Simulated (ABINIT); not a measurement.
# Cr (Im-3m) in ABINIT: single point with PBEsol

Aim: the single point of Cr with PBEsol.

All numbers are computed with ABINIT 10.8.3 (patched build); they aren't measurements. Logs are shortened: lines on timing, memory, paths and dates and some standing lists are left out, and cuts for length are marked. The log counts tension as positive stress, the text compression.

## 1. The undisturbed crystal

Symmetry: Im-3m, No. 229, cubic system. The conventional cell has a = 2.969 Å, b = 2.969 Å, c = 2.969 Å, α = 90.00°, β = 90.00°, γ = 90.00°. Cr (site symmetry m-3m) has 8 Cr at 2.57 Å as nearest neighbours.

## 2. Single point, PBEsol, collinear spin, ferromagnetic start (cell strained at random at fixed volume)

run.abi

```
# Pseudopotentials
pp_dirpath "./"
pseudos "Cr.upf"

# Structure
acell 3*1.0
rprim
    -2.7979738535     2.7829354130     2.6886116233
     2.9273199376    -2.8278258571     2.8628462617
     2.7720827159     2.8019347195    -2.7335001776
ntypat 1
znucl 24
natom 1
typat 1
xcart
    -0.0514308647    -0.0175004899     0.0355174334 Angstrom
chkprim 0
chksymtnons 0
tolsym 1.0e-6

# Plane-wave basis
ecut 47.0

# k points
kptopt 1
ngkpt 12 12 12
nshiftk 1
shiftk 0.0 0.0 0.0

# Exchange and correlation
ixc -116133

# Bands and occupations
nband 12
occopt 3
tsmear 0.00183747

# Spin
nsppol 2
spinat
     0.0000000000     0.0000000000     3.0000000000

# SCF cycle
nstep 100
tolvrs 1.0e-10

# Output
iomode 3
prtwf 0
prtden 0
prteig 0
prtebands 0
enunit 2
```

Potentials or basis: PseudoDojo NC SR PBEsol v0.4.1 standard.

The run is started by

```
$ mpirun --bind-to none -np 4 abinit run.abi > log 2>&1
```

run.abo:

```text
.Version 10.8.3 of ABINIT
 Symmetries : space group P-1 (#  2); Bravais aP (primitive triclinic)
================================================================================
 Values of the parameters that define the memory need of the present run
     intxc =       0    ionmov =       0      iscf =       7    lmnmax =       6
     lnmax =       6     mgfft =      32  mpssoang =       3    mqgrid =    3001
     natom =       1  nloc_mem =       1    nspden =       2   nspinor =       1
    nsppol =       2      nsym =       2    n1xccc =    2501    ntypat =       1
    occopt =       3   xclevel =       2
       mpw =        1380          nfft =       28800          nkpt =         868
================================================================================
================================================================================

--------------------------------------------------------------------------------
------------- Echo of variables that govern the present computation ------------
--------------------------------------------------------------------------------
 -outvars: echo values of preprocessed input variables --------
            acell      1.0000000000E+00  1.0000000000E+00  1.0000000000E+00 Bohr
              amu      5.19961000E+01
          chkprim           0
      chksymtnons           0
             ecut      4.70000000E+01 Hartree
           enunit           2
                       outvar_i_n : Printing only first  50 k-points.
              ixc     -116133
                       outvar_i_n : Printing only first  50 k-points.
         kptrlatt       12    0    0      0   12    0      0    0   12
          kptrlen      5.73017524E+01
            natom           1
            nband          12
            ngfft          30      32      30
             nkpt         868
           nspden           2
           nsppol           2
            nstep         100
             nsym           2
           ntypat           1
                       prtocc : prtvol=0, do not print more k-points.
                       1.000000  1.000000  1.000000  1.000000  1.000000  1.000000
                       1.000000  0.000000  0.000000  0.000000  0.000000  0.000000
                       1.000000  1.000000  1.000000  1.000000  1.000000  1.000000
                       1.000000  0.000000  0.000000  0.000000  0.000000  0.000000
                       1.000000  1.000000  1.000000  1.000000  1.000000  1.000000
                       1.000000  0.000000  0.000000  0.000000  0.000000  0.000000
[... 92 lines left out ...]
                       1.000000  1.000000  1.000000  1.000000  1.000000  1.000000
                       1.000000  0.000000  0.000000  0.000000  0.000000  0.000000
                       prtocc : prtvol=0, do not print more k-points.
           occopt           3
           prtden           0
        prtebands           0
           prteig           0
            prtwf           0
            rprim     -2.7979738535E+00  2.7829354130E+00  2.6886116233E+00
                       2.9273199376E+00 -2.8278258571E+00  2.8628462617E+00
                       2.7720827159E+00  2.8019347195E+00 -2.7335001776E+00
          spgroup           2
           spinat      0.0000000000E+00  0.0000000000E+00  3.0000000000E+00
           tolsym      1.00000000E-06
           tolvrs      1.00000000E-10
           tsmear      1.83747000E-03 Hartree
            typat      1
                       outvars : Printing only first  50 k-points.
           xangst     -5.1430864700E-02 -1.7500489900E-02  3.5517433400E-02
            xcart     -9.7190248702E-02 -3.3071132980E-02  6.7118221821E-02
             xred      6.5449999928E-03 -4.9150000075E-03 -2.3264000012E-02
            znucl       24.00000

================================================================================

 chkinp: Checking input parameters for consistency.

================================================================================
== DATASET  1 ==================================================================

--- !DatasetInfo
iteration_state: {dtset: 1, }
dimensions: {natom: 1, nkpt: 868, mband: 12, nsppol: 2, nspinor: 1, nspden: 2, mpw: 1380, }
cutoff_energies: {ecut:  47.0, pawecutdg:  -1.0, }
electrons: {nelect:   1.40000000E+01, charge:   0.00000000E+00, occopt:   3.00000000E+00, tsmear:   1.83747000E-03, }
meta: {optdriver: 0, ionmov: 0, optcell: 0, iscf: 7, paral_kgb: 0, }
...

 Real(R)+Recip(G) space primitive vectors, cartesian coordinates (Bohr,Bohr^-1):
 R(1)= -2.7979739  2.7829354  2.6886116  G(1)= -0.0033030  0.1805001  0.1816694
 R(2)=  2.9273199 -2.8278259  2.8628463  G(2)=  0.1714692  0.0022108  0.1761556
 R(3)=  2.7720827  2.8019347 -2.7335002  G(3)=  0.1763342  0.1798513 -0.0026542
 Unit cell volume ucvol=  8.8298457E+01 bohr^3
[... 47 lines left out ...]
lattice_vectors:
- [ -2.7979739,   2.7829354,   2.6886116, ]
- [  2.9273199,  -2.8278259,   2.8628463, ]
- [  2.7720827,   2.8019347,  -2.7335002, ]
lattice_lengths: [   4.77515,    4.97611,    4.79659, ]
lattice_angles: [108.654, 108.606, 110.607, ] # degrees, (23, 13, 12)
lattice_volume:   8.8298457E+01
convergence: {deltae: -1.990E-13, res2:  3.114E-11, residm:  5.173E-04, diffor: null, }
etotal    :  -8.88942382E+01
entropy   :   0.00000000E+00
fermie    :   4.22219405E-01
cartesian_stress_tensor: # hartree/bohr^3
- [  1.22144678E-03,  -8.62363292E-06,   8.85718746E-05, ]
- [ -8.62363292E-06,   1.04700970E-03,  -2.60868797E-05, ]
- [  8.85718746E-05,  -2.60868797E-05,   1.00209095E-03, ]
pressure_GPa:  -3.2074E+01
xred      :
- [  6.5450E-03,  -4.9150E-03,  -2.3264E-02, Cr]
cartesian_forces: # hartree/bohr
- [ -0.00000000E+00,  -0.00000000E+00,  -0.00000000E+00, ]
force_length_stats: {min:   0.00000000E+00, max:   0.00000000E+00, mean:   0.00000000E+00, }
...

 Integrated electronic and magnetization densities in atomic spheres:
 ------------------------------------------------------------------------------------------------------------
 Radius=ratsph(iatom), smearing ratsm=  0.0000. Diff(up-dn)=approximate z local magnetic moment.
    Atom    Radius    up_density   dn_density  Total(up+dn)  Diff(up-dn)
    1 Cr   2.00000     5.870750     5.870749     11.741499     0.000000
 ------------------------------------------------------------------------------------------------------------
  Sum:                 5.870750     5.870749     11.741499     0.000000
 Total magnetization (from the atomic spheres):                0.000000
 Total magnetization (exact up - dn):                          0.000000

================================================================================

 ----iterations are completed or convergence reached----

 Mean square residual over all n,k,spin=   42.130E-09; max=  51.725E-05
 reduced coordinates (array xred) for    1 atoms
       0.006544999993     -0.004915000008     -0.023264000012
 rms dE/dt=  0.0000E+00; max dE/dt=  0.0000E+00; dE/dt below (all hartree)
    1       0.000000000000      0.000000000000      0.000000000000

 cartesian coordinates (angstrom) at end:
    1     -0.05143086470000    -0.01750048990000     0.03551743340000

 cartesian forces (hartree/bohr) at end:
    1     -0.00000000000000    -0.00000000000000    -0.00000000000000
 frms,max,avg= 0.0000000E+00 0.0000000E+00   0.000E+00  0.000E+00  0.000E+00 h/b

 cartesian forces (eV/Angstrom) at end:
    1     -0.00000000000000    -0.00000000000000    -0.00000000000000
 frms,max,avg= 0.0000000E+00 0.0000000E+00   0.000E+00  0.000E+00  0.000E+00 e/A
 length scales=  1.000000000000  1.000000000000  1.000000000000 bohr
              =  0.529177210544  0.529177210544  0.529177210544 angstroms
 Fermi (or HOMO) energy (hartree) =   0.42222   Average Vxc (hartree)=  -0.48982
 Magnetization (Bohr magneton)=  1.31552270E-07
 Total spin up =  7.00000007E+00   Total spin down =  6.99999993E+00
 Eigenvalues (hartree) for nkpt= 868  k points, SPIN UP:
 kpt#   1, nband= 12, wtk=  0.00058, kpt=  0.0000  0.0000  0.0000 (reduced coord)
  -2.21060   -1.14884   -1.14698   -1.14582    0.14817    0.38735    0.39343    0.40637
   0.45731    0.46323    1.18086    1.20706
      occupation numbers for kpt#   1
   1.00000    1.00000    1.00000    1.00000    1.00000    1.00000    1.00000    0.99982
   0.00000    0.00000    0.00000    0.00000
 prteigrs : prtvol=0 or 1, do not print more k-points.

 Eigenvalues (hartree) for nkpt= 868  k points, SPIN DOWN:
 kpt#   1, nband= 12, wtk=  0.00058, kpt=  0.0000  0.0000  0.0000 (reduced coord)
  -2.21060   -1.14884   -1.14698   -1.14582    0.14817    0.38735    0.39343    0.40637
   0.45731    0.46323    1.18086    1.20706
      occupation numbers for kpt#   1
   1.00000    1.00000    1.00000    1.00000    1.00000    1.00000    1.00000    0.99982
   0.00000    0.00000    0.00000    0.00000
 prteigrs : prtvol=0 or 1, do not print more k-points.

 Fermi (or HOMO) energy (eV) =  11.48918   Average Vxc (eV)= -13.32858
 Eigenvalues (   eV  ) for nkpt= 868  k points, SPIN UP:
 kpt#   1, nband= 12, wtk=  0.00058, kpt=  0.0000  0.0000  0.0000 (reduced coord)
 -60.15360  -31.26157  -31.21101  -31.17937    4.03195   10.54036   10.70574   11.05780
  12.44413   12.60502   32.13273   32.84590
 prteigrs : prtvol=0 or 1, do not print more k-points.

 Eigenvalues (   eV  ) for nkpt= 868  k points, SPIN DOWN:
 kpt#   1, nband= 12, wtk=  0.00058, kpt=  0.0000  0.0000  0.0000 (reduced coord)
 -60.15360  -31.26157  -31.21101  -31.17937    4.03195   10.54036   10.70574   11.05780
  12.44413   12.60502   32.13272   32.84590
 prteigrs : prtvol=0 or 1, do not print more k-points.

--- !EnergyTerms
iteration_state     : {dtset: 1, }
comment             : Components of total free energy in Hartree
kinetic             :  3.81600222756790E+01
hartree             :  1.90533467767005E+01
xc                  : -1.29969068284303E+01
Ewald energy        : -6.35520349806829E+01
psp_core            :  2.73550203303317E+00
local_psp           : -6.58826557356951E+01
non_local_psp       : -6.41129988384194E+00
internal            : -8.88940263432375E+01
'-kT*entropy'       : -2.11822402673968E-04
total_energy        : -8.88942381656402E+01
total_energy_eV     : -2.41893544976746E+03
band_energy         : -9.29993562925115E+00
...

 Cartesian components of stress tensor (hartree/bohr^3)
  sigma(1 1)=  1.22144678E-03  sigma(3 2)= -2.60868797E-05
  sigma(2 2)=  1.04700970E-03  sigma(3 1)=  8.85718746E-05
  sigma(3 3)=  1.00209095E-03  sigma(2 1)= -8.62363292E-06

-Cartesian components of stress tensor (GPa)         [Pressure= -3.2074E+01 GPa]
- sigma(1 1)=  3.59362051E+01  sigma(3 2)= -7.67502498E-01
- sigma(2 2)=  3.08040889E+01  sigma(3 1)=  2.60587452E+00
- sigma(3 3)=  2.94825337E+01  sigma(2 1)= -2.53716040E-01

== END DATASET(S) ==============================================================
================================================================================

 -outvars: echo values of variables after computation  --------
            acell      1.0000000000E+00  1.0000000000E+00  1.0000000000E+00 Bohr
           etotal     -8.8894238166E+01
            fcart     -0.0000000000E+00 -0.0000000000E+00 -0.0000000000E+00
            rprim     -2.7979738535E+00  2.7829354130E+00  2.6886116233E+00
                       2.9273199376E+00 -2.8278258571E+00  2.8628462617E+00
                       2.7720827159E+00  2.8019347195E+00 -2.7335001776E+00
           strten      1.2214467835E-03  1.0470096994E-03  1.0020909517E-03
                      -2.6086879680E-05  8.8571874646E-05 -8.6236329217E-06
           xangst     -5.1430864700E-02 -1.7500489900E-02  3.5517433400E-02
             xred      6.5449999928E-03 -4.9150000075E-03 -2.3264000012E-02
 Calculation completed.
```

Run time: 3.9 min. Hardware: 4 MPI ranks of Arm Neoverse V1, shared host; peak memory 0.72 GiB.

Results:

```yaml
Free_energy: -2418.9354 eV
Pressure: -32.1 GPa
Band_gap_on_the_k_mesh: none (metal or under the smearing width)
Net_moment: 0.00 μB per cell
Valence_electrons_inside_the_program's_atomic_spheres: Cr 11.74 (radii [1.0584] Å)
```

Caveat: the cell as given lies far from equilibrium; the starting moments collapsed, and a magnetic state may lie lower.
